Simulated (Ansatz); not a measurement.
# P: frozen normal mode

All numbers below come from DFT PBEsol, scalar-relativistic, plane waves, PAW in Ansatz. Cutoff 420 eV, Γ-centred 6×6×6 k-points, Gaussian smearing of 0.05 eV. No spin polarisation. Energies are free energies at this smearing, counted from the undisturbed cell; pressure is positive in compression.

Zero of the scan (relaxed at this level; this form isn't the usual structure):

```
P
1.0
     4.51650   -3.98590   -0.00966
     4.51650    3.98590   -0.00966
    -0.03342    0.00000    5.29426
P
8
Direct
  0.85127 0.85127 0.23756
  0.14873 0.14873 0.76244
  0.71918 0.71918 0.58554
  0.28082 0.28082 0.41446
  0.50160 0.77839 0.24938
  0.22161 0.49840 0.75062
  0.49840 0.22161 0.75062
  0.77839 0.50160 0.24938
```

The cell holds molecules and no dispersion correction was added, so their binding is poorly described.

A zone-centre mode of this cell is frozen in: each atom moves by x times its row below, so x is the largest displacement.
```
atom ux uy uz
  P1   0.000   1.000   0.000
  P2   0.000  -1.000   0.000
  P3   0.000   0.184   0.000
  P4   0.000  -0.184   0.000
  P5  -0.553   0.048   0.141
  P6  -0.553  -0.048   0.141
  P7   0.553  -0.048  -0.141
  P8   0.553   0.048  -0.141
```

```csv
x (Å),ΔE (meV/cell)
-0.4000,107.4
-0.2000,14.3
0.0000,0.0
0.0500,0.6
0.1000,2.7
0.1500,6.9
0.2500,26.2
0.3000,44.4
0.3500,70.7
```

Q: Predict the gap on the mesh (eV) at each point.

A:
```tsv
x (Å)	gap on the mesh (eV)
-0.4000	1.75
-0.2000	1.92
0.0000	2.07
0.0500	2.03
0.1000	1.99
0.1500	1.96
0.2500	1.88
0.3000	1.84
0.3500	1.79
```

Cost: 9 runs of about 5.8 core-minutes in all, on Arm Neoverse V1 (shared hosts).